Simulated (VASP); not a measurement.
# Sb (R-3m) in VASP: a series of runs

Runs on Sb. Level: PBE. Tasks: relaxation of shape and atoms at fixed volume.

Everything below comes from runs of VASP 6.6.1. Logs are shortened: lines on timing, memory, paths and dates and some standing lists are left out, and cuts for length are marked.

## (1) The undisturbed crystal

Symmetry: R-3m, No. 166, trigonal system. Conventional cell: a = 4.308 Å, b = 4.308 Å, c = 11.274 Å, α = 90.00°, β = 90.00°, γ = 120.00°. Sb (site symmetry 3m) is surrounded by 3 Sb at 2.91 Å.

## (2) Relaxation of shape and atoms at fixed volume, PBE (a relaxed cell with its volume scaled by 0.94)

File INCAR:

```
SYSTEM = Sb
ALGO = Normal
EDIFF = 1E-7
EDIFFG = -0.01
ENCUT = 300
GGA = PE
IBRION = 2
ISIF = 4
ISMEAR = 1
LASPH = .TRUE.
LCHARG = .FALSE.
LREAL = .FALSE.
LWAVE = .FALSE.
NELM = 80
NSW = 40
PREC = Accurate
SIGMA = 0.1
```

File KPOINTS:

```
k-points
0
G
  6 6 5
  0 0 0
```

File POSCAR:

```
Sb                                      
1.0
    2.1454075700      1.2386516381      3.7569731726
   -2.1454075700      1.2386516381      3.7569731726
    0.0000000000     -2.4773032760      3.7569731726
  Sb            
     2
Direct
     0.2327211414259907    0.2327211414259907    0.2327211414259907
     0.7672788585740093    0.7672788585740093    0.7672788585740093
```

Potentials or basis: VASP PAW PBE potentials, release 64 (Sb).

Command:

```console
cat potpaw_PBE.64/Sb/POTCAR > POTCAR
mpirun -np 1 vasp_std > vasp.out
```

OUTCAR:

```text
SYSTEM = Sb
   EDIFF = 1E-7
   EDIFFG = -0.01
   ENCUT = 300
   GGA = PE
   IBRION = 2
   ISIF = 4
   ISMEAR = 1
   LASPH = .TRUE.
   LREAL = .FALSE.
   NELM = 80
   NSW = 40
   PREC = Accurate

 ion  position               nearest neighbor table
   1  0.233  0.233  0.233-   2 2.89   2 2.89   2 2.89   2 3.36   2 3.36   2 3.36
   2  0.767  0.767  0.767-   1 2.89   1 2.89   1 2.89   1 3.36   1 3.36   1 3.36

  LATTYP: Found a trigonal (rhomboedric) cell.
 ALAT       =     4.5002087664
 COS(alpha) =     0.5454472492

  Lattice vectors:

 A1 = (   2.1454075700,   1.2386516381,   3.7569731726)
 A2 = (  -2.1454075700,   1.2386516381,   3.7569731726)
 A3 = (   0.0000000000,  -2.4773032760,   3.7569731726)

Analysis of symmetry for initial positions (statically):
=====================================================================
 Subroutine PRICEL returns:
 Original cell was already a primitive cell.

 Routine SETGRP: Setting up the symmetry group for a
 trigonal (rhombohedral) supercell.

 Subroutine GETGRP returns: Found 12 space group operations
 (whereof 12 operations were pure point group operations)
 out of a pool of 12 trial point group operations.

The static configuration has the point symmetry D_3d.

Analysis of symmetry for dynamics (positions and initial velocities):
=====================================================================
 Subroutine PRICEL returns:
 Original cell was already a primitive cell.

 Routine SETGRP: Setting up the symmetry group for a
 trigonal (rhombohedral) supercell.

 Subroutine GETGRP returns: Found 12 space group operations
 (whereof 12 operations were pure point group operations)
 out of a pool of 12 trial point group operations.

The dynamic configuration has the point symmetry D_3d.

 Subroutine INISYM returns: Found 12 space group operations
 (whereof 12 operations are pure point group operations),
 and found     1 'primitive' translations

----------------------------------------------------------------------------------------

                                     Primitive cell

  volume of cell :      59.9030

  direct lattice vectors                    reciprocal lattice vectors
     2.145407570  1.238651638  3.756973173     0.233055950  0.134554916  0.088723906
    -2.145407570  1.238651638  3.756973173    -0.233055950  0.134554916  0.088723906
     0.000000000 -2.477303276  3.756973173     0.000000000 -0.269109831  0.088723906

  length of vectors
     4.500208766  4.500208766  4.500208766     0.283358488  0.283358488  0.283358488

  position of ions in fractional coordinates (direct lattice)
     0.232721141  0.232721141  0.232721141
     0.767278859  0.767278859  0.767278859

  ion indices of the primitive-cell ions
   primitive index   ion index
                 1           1
                 2           2

----------------------------------------------------------------------------------------

 KPOINTS: k-points

Automatic generation of k-mesh.
 Grid dimensions read from file:
 generate k-points for:    6    6    5

 Generating k-lattice:

  Cartesian coordinates                     Fractional coordinates (reciprocal lattice)
     0.038842658  0.022425819  0.014787318     0.166666667 -0.000000000 -0.000000000
    -0.038842658  0.022425819  0.014787318    -0.000000000  0.166666667 -0.000000000
     0.000000000 -0.053821966  0.017744781     0.000000000  0.000000000  0.200000000

  Length of vectors
     0.047226415  0.047226415  0.056671698

  Shift w.r.t. Gamma in fractional coordinates (k-lattice)
     0.000000000  0.000000000  0.000000000

 -----------------------------------------------------------------------------
|                                                                             |
|           W    W    AA    RRRRR   N    N  II  N    N   GGGG   !!!           |
|           W    W   A  A   R    R  NN   N  II  NN   N  G    G  !!!           |
[... 13 lines left out ...]
 -----------------------------------------------------------------------------

 WARNING: IBZKPT: internal override: KBLOWUP is changed to .FALSE.
      ... skipping the blow-up phase ...

 Subroutine IBZKPT returns following result:
 ===========================================

 Found     55 irreducible k-points:

 Following reciprocal coordinates:
            Coordinates               Weight
  0.000000  0.000000  0.000000      1.000000
  0.166667  0.000000  0.000000      4.000000
  0.333333 -0.000000 -0.000000      4.000000
  0.500000 -0.000000 -0.000000      2.000000
  0.166667  0.166667  0.000000      2.000000
  0.333333  0.166667  0.000000      4.000000
[... 16 lines left out ...]
 -0.333333  0.166667  0.200000      4.000000
 -0.166667  0.166667  0.200000      4.000000
 [... further k-points ...]
   k-points           NKPTS =     55   k-points in BZ     NKDIM =     55   number of bands    NBANDS=      9
   number of dos      NEDOS =    301   number of ions     NIONS =      2
   total plane-waves  NPLWV =  21952
   dimension x,y,z NGX =    28 NGY =   28 NGZ =   28
   dimension x,y,z NGXF=    56 NGYF=   56 NGZF=   56
   ions per type =               2
   NGX,Y,Z   is equivalent  to a cutoff of  10.34, 10.34, 10.34 a.u.
   NGXF,Y,Z  is equivalent  to a cutoff of  20.69, 20.69, 20.69 a.u.
 SYSTEM =  Sb
   PREC   = accura    normal or accurate (medium, high low for compatibility)
   ISTART =      0    job   : 0-new  1-cont  2-samecut
   ICHARG =      2    charge: 1-file 2-atom 10-const
   ISPIN  =      1    spin polarized calculation?
   LNONCOLLINEAR =      F non collinear calculations
   LSORBIT =      F    spin-orbit coupling
   LASPH  =      T    aspherical Exc in radial PAW
   ENCUT  =  300.0 eV  22.05 Ry    4.70 a.u.   6.36  6.36  6.36*2*pi/ulx,y,z
   NELM   =     80;   NELMIN=  2; NELMDL= -5     # of ELM steps
   EDIFF  = 0.1E-06   stopping-criterion for ELM
   LREAL  =      F    real-space projection
   EDIFFG = -.1E-01   stopping-criterion for IOM
   NSW    =     40    number of steps for IOM
   IBRION =      2    ionic relax: 0-MD 1-quasi-New 2-CG
   NFREE  =      1    steps in history (QN), initial steepest desc. (CG)
   ISIF   =      4    stress and relaxation
   ISYM   =      2    0-nonsym 1-usesym 2-fastsym
   POTIM  = 0.5000    time-step for ionic-motion
   TEBEG  =    0.0;   TEEND  =   0.0 temperature during run
   PSTRESS=    0.0 pullay stress
   NELECT =      10.0000    total number of electrons
   NUPDOWN=      -1.0000    fix difference up-down
   EMIN   =  10.00;   EMAX   =-10.00  energy-range for DOS
   EFERMI =   0.00;   METHOD = LEGACY
   ISMEAR =     1;   SIGMA  =   0.10  broadening in eV -4-tet -1-fermi 0-gaus
   EFERMI_NEDOS =   21; number of points for ismear=-14 and -15
   IALGO  =     38    algorithm
   IMIX   =      4    mixing-type and parameters
     AMIX     =   0.40;   BMIX     =  1.00
     AMIX_MAG =   1.60;   BMIX_MAG =  1.00
  volume/ion in A,a.u.               =      29.95       202.12
  Fermi-wavevector in a.u.,A,eV,Ry     =   0.901416  1.703430 11.055431  0.812551
  Thomas-Fermi vector in A             =   2.024494
   LORBIT       =      0    0 simple, 1 ext, 2 COOP (PROOUT), +10 PAW based schemes
   GGA     = PE    functional components
   LHFCALC =     F    Hartree Fock is set to
   AEXX    =    0.0000 exact exchange contribution
   IVDW    =     0    specifies the selected vdW correction
   LEPSILON=     F    determine dielectric tensor
   LRPA    =     F    only Hartree local field effects (RPA)
 conjugate gradient relaxation of ions
 non-spin polarized calculation
 Methfessel and Paxton  Order N= 1 SIGMA  =   0.10
  energy-cutoff  :      300.00
  volume of cell :       59.90
 maximum number of plane-waves:       716
 NGX is ok and might be reduce to    28
   NGX = 13   NGY = 13   NGZ = 13

--------------------------------------- Ionic step        1  -------------------------------------------

 number of electron      10.0000000 magnetization

 Free energy of the ion-electron system (eV)
  ---------------------------------------------------
  ext. energy  EPLUGINS =         0.00000000
  ---------------------------------------------------
  free energy    TOTEN  =        -8.23651151 eV

  energy without entropy =       -8.23622834  energy(sigma->0) =       -8.23641712

------------------------ aborting loop because EDIFF is reached ----------------------------------------

  FORCE on cell =-STRESS in cart. coord.  units (eV):
  Direction    XX          YY          ZZ          XY          YZ          ZX
  --------------------------------------------------------------------------------------
  -------------------------------------------------------------------------------------
  Total        1.4519807      1.4519807      1.1591223      0.0000000      0.0000000      0.0000000
  in kB       38.8349799     38.8349799     31.0021279      0.0000000      0.0000000      0.0000000
  external PRESSURE =      36.2240292 kB  Pullay stress =       0.0000000 kB
[... 167 lines left out ...]
--------------------------------------- Ionic step        6  -------------------------------------------

 number of electron      10.0000000 magnetization

 Free energy of the ion-electron system (eV)
  ---------------------------------------------------
  ext. energy  EPLUGINS =         0.00000000
  ---------------------------------------------------
  free energy    TOTEN  =        -8.24999817 eV

  energy without entropy =       -8.24961858  energy(sigma->0) =       -8.24987164

 E-fermi :   7.3648     XC(G=0):  -9.5786

 val. band max:        7.2008072551   @ k =   0.1667   0.1667   0.4000
 cond. band min:       7.3778598898   @ k =   0.3333   0.1667   0.2000
 fundamental gap:      0.1770526347
 Fermi energy:         7.3648142232

 k-point     1 :       0.0000    0.0000    0.0000
  band No.  band energies     occupation
      1      -5.3561      2.00000
      2       2.6246      2.00000
      3       5.3737      2.00000
      4       5.5381      2.00000
      5       5.5381      2.00000
      6       9.6661      0.00000
      7      10.1598      0.00000
      8      10.1598      0.00000
      9      12.3128      0.00000
[... 265 lines left out ...]
 k-point    24 :      -0.1667    0.1667    0.2000
  band No.  band energies     occupation
      1      -4.1277      2.00000
      2      -0.2077      2.00000
      3       4.3144      2.00000
      4       4.8413      2.00000
      5       5.0079      2.00000
      6       9.3716      0.00000
      7       9.5063      0.00000
      8      10.2156      0.00000
      9      11.4051      0.00000

 [... further k-points ...]

------------------------ aborting loop because EDIFF is reached ----------------------------------------

  FORCE on cell =-STRESS in cart. coord.  units (eV):
  Direction    XX          YY          ZZ          XY          YZ          ZX
  --------------------------------------------------------------------------------------
  -------------------------------------------------------------------------------------
  Total        0.9156805      0.9156805      0.9137643      0.0000000      0.0000000     -0.0000000
  in kB       24.4909831     24.4909831     24.4397320      0.0000000      0.0000000     -0.0000000
  external PRESSURE =      24.4738994 kB  Pullay stress =       0.0000000 kB
[... 17 lines left out ...]
  FREE ENERGIE OF THE ION-ELECTRON SYSTEM (eV)
  ---------------------------------------------------
  free  energy   TOTEN  =        -8.2499981707 eV

  energy  without entropy=       -8.2496185776  energy(sigma->0) =       -8.24987164

 reached required accuracy - stopping structural energy minimisation
```

Run time: 31 s. Hardware: 1 thread of Intel Xeon Platinum 8488C (Sapphire Rapids), shared host; peak memory 0.15 GiB.

Results:

* Free energy: -8.2500 eV
* Energy gained by relaxing: 6.7 meV/atom
* Ionic steps: 6
* Pressure after relaxing: 2.4 GPa
* Largest force after relaxing: 0.003 eV/Å
* Band gap on the k mesh: none (metal or under the smearing width)

Forces on the atoms (eV/Å):
```
Sb   0.000  0.000 -0.003
Sb   0.000  0.000  0.003
```

The path:
```
step  energy change (eV)  largest force (eV/Å)  pressure (GPa)
   1              0.0000                0.3330            3.62
   2             -0.0091                0.1646            3.09
   3             -0.0129                0.0516            2.39
   4             -0.0130                0.0251            2.48
   5             -0.0134                0.0123            2.46
   6             -0.0135                0.0032            2.45
```

Final structure:
```
CELL_PARAMETERS angstrom
2.16350 1.24910 3.69441
-2.16350 1.24910 3.69441
0.00000 -2.49819 3.69441
ATOMIC_POSITIONS crystal
Sb 0.23587 0.23587 0.23587
Sb 0.76413 0.76413 0.76413
```

Spin-orbit coupling is left out, which matters for the levels of Sb.

## (3) Relaxation of shape and atoms at fixed volume, PBE (a relaxed cell with its volume scaled by 0.96)

INCAR is that of step 2.

KPOINTS is that of step 2.

File POSCAR:

```
Sb                                      
1.0
    2.1605165718      1.2473748243      3.7834316019
   -2.1605165718      1.2473748243      3.7834316019
    0.0000000000     -2.4947496486      3.7834316019
  Sb            
     2
Direct
     0.2327211414259907    0.2327211414259907    0.2327211414259907
     0.7672788585740093    0.7672788585740093    0.7672788585740093
```

Potentials or basis: VASP PAW PBE potentials, release 64 (Sb).

Command:

```console
cat potpaw_PBE.64/Sb/POTCAR > POTCAR
mpirun -np 1 vasp_std > vasp.out
```

Run time: 31 s. Hardware: 1 thread of Intel Xeon Platinum 8488C (Sapphire Rapids), shared host; peak memory 0.15 GiB.

The run converged. Its results:

```
Free energy               : -8.2658 eV
Energy gained by relaxing : 2.9 meV/atom
Ionic steps               : 6
Pressure after relaxing   : 1.5 GPa
Band gap on the k mesh    : none (metal or under the smearing width)
```

Step by step:
```csv
step,energy change (eV),largest force (eV/Å),pressure (GPa)
1,0.0000,0.2136,2.28
2,-0.0038,0.1101,1.96
3,-0.0055,0.0351,1.50
4,-0.0055,0.0176,1.55
5,-0.0058,0.0078,1.54
6,-0.0058,0.0007,1.52
```

Final structure:
```xyz
2
Lattice="2.1729 1.2545 3.7404 -2.1729 1.2545 3.7404 0.0000 -2.5091 3.7404" Properties=species:S:1:pos:R:3 pbc="T T T"
Sb    0.0000    0.0000    2.6347
Sb    0.0000    0.0000    8.5865
```

Levels at points of the mesh, in eV from the Fermi level:
```csv
k point,band 1,band 2,band 3,band 4,band 5,band 6,band 7,band 8,band 9
"(0.00, 0.00, 0.00)",-12.60,-4.87,-1.99,-1.80,-1.80,2.17,2.71,2.71,5.01
"(0.50, 0.00, 0.00)",-10.26,-9.60,-1.83,-1.68,-0.31,-0.21,0.20,0.39,7.68
"(0.50, 0.50, 0.00)",-10.28,-7.94,-5.41,-3.69,-3.63,1.62,4.88,5.38,6.84
```

## (4) Relaxation of shape and atoms at fixed volume, PBE (a relaxed cell with its volume scaled by 0.98)

INCAR is that of step 3.

KPOINTS is that of step 3.

File POSCAR:

```
Sb                                      
1.0
    2.1754171569      1.2559776812      3.8095250582
   -2.1754171569      1.2559776812      3.8095250582
    0.0000000000     -2.5119553623      3.8095250582
  Sb            
     2
Direct
     0.2327211414259907    0.2327211414259907    0.2327211414259907
     0.7672788585740093    0.7672788585740093    0.7672788585740093
```

Command:

```console
cat potpaw_PBE.64/Sb/POTCAR > POTCAR
mpirun -np 1 vasp_std > vasp.out
```

Run time: 28 s. Hardware: 1 thread of Intel Xeon Platinum 8488C (Sapphire Rapids), shared host; peak memory 0.15 GiB.

It converged, with:

```
Free energy                  : -8.2747 eV
Energy gained by relaxing    : 0.7 meV/atom
Ionic steps                  : 5
Pressure after relaxing      : 0.7 GPa
Largest force after relaxing : 0.003 eV/Å
Band gap on the k mesh       : none (metal or under the smearing width)
```

Forces in eV/Å, atoms in the order of the input:
```
Sb   0.000  0.000 -0.003
Sb   0.000  0.000  0.003
```

Step by step:
```
step  energy change (eV)  largest force (eV/Å)  pressure (GPa)
   1              0.0000                0.1033            1.08
   2             -0.0009                0.0554            0.93
   3             -0.0013                0.0063            0.75
   4             -0.0013                0.0085            0.74
   5             -0.0014                0.0032            0.73
```

Final structure:
```cif
data_structure
_symmetry_space_group_name_H-M 'P 1'
_symmetry_Int_Tables_number 1
_cell_length_a 4.5518
_cell_length_b 4.5518
_cell_length_c 4.5518
_cell_angle_alpha 57.244
_cell_angle_beta 57.244
_cell_angle_gamma 57.244
_cell_volume 62.45
loop_
_atom_site_label
_atom_site_type_symbol
_atom_site_fract_x
_atom_site_fract_y
_atom_site_fract_z
_atom_site_occupancy
Sb1 Sb 0.23375 0.23375 0.23375 1
Sb2 Sb 0.76625 0.76625 0.76625 1
```

Levels at points of the mesh, in eV from the Fermi level:
```
           k point  band 3  band 4  band 5  band 6  band 7  band 8
(0.00, 0.00, 0.00)   -1.97   -1.75   -1.75    2.06    2.64    2.64
(0.50, 0.00, 0.00)   -1.86   -1.74   -0.29   -0.22    0.20    0.50
(0.50, 0.50, 0.00)   -5.26   -3.60   -3.53    1.63    4.76    5.34
```

The run has no spin-orbit coupling, so splittings on Sb are missing.

## (5) The runs side by side

```csv
cell,gap on the mesh (eV),pressure (GPa)
atoms relaxed at fixed volume from: a relaxed cell with its volume scaled by 0.94,none,2.4
atoms relaxed at fixed volume from: a relaxed cell with its volume scaled by 0.96,none,1.5
atoms relaxed at fixed volume from: a relaxed cell with its volume scaled by 0.98,none,0.7
```

Alike in all rows: task relaxation of shape and atoms at fixed volume; level PBE; potentials or basis VASP PAW PBE potentials, release 64 (Sb); no spin polarisation; k mesh 6 × 6 × 5; cutoff (eV) 300; smearing methfessel-paxton 0.1 eV.

Absolute energies hang on the potentials; compare differences alone.
